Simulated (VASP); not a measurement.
A run of VASP 6.6.1:

The input INCAR:

```
PREC = Accurate ; ENCUT = 520
EDIFF = 1E-7 ; ISMEAR = 0
SIGMA = 0.028000000000000004 ; LREAL = False
LASPH = True ; NELM = 60
ALGO = Normal ; ISIF = 2
LWAVE = False ; LCHARG = False
GGA = PE ; NBANDS = 16
```

KPOINTS

```
regular mesh
0
Gamma
  8 8 8
```

Contents of POSCAR:

```
GaP
1.0
    0.0000000000      2.7252500000      2.7252500000
    2.7252500000      0.0000000000      2.7252500000
    2.7252500000      2.7252500000      0.0000000000
Ga P
1 1
Direct
    0.0000000000      0.0000000000      0.0000000000
    0.7500000000      0.7500000000      0.7500000000
```

Potentials or basis: VASP PAW PBE potentials, release 64 (Ga_d, P).

Run with:

```console
$ cat potpaw_PBE.64/Ga_d/POTCAR potpaw_PBE.64/P/POTCAR > POTCAR
$ mpirun -np 1 vasp_std > vasp.out
```

Hardware: 1 thread of AMD EPYC 7R13 Processor (Zen 3), on a shared host.

**Question.** How long does it take, and how much memory?

**Answer.** Run time: 20 s on 1 thread of AMD EPYC 7R13 Processor (Zen 3), with other jobs on the host, peak memory 0.14 GiB. Counts: scf iterations 14, k points 29.
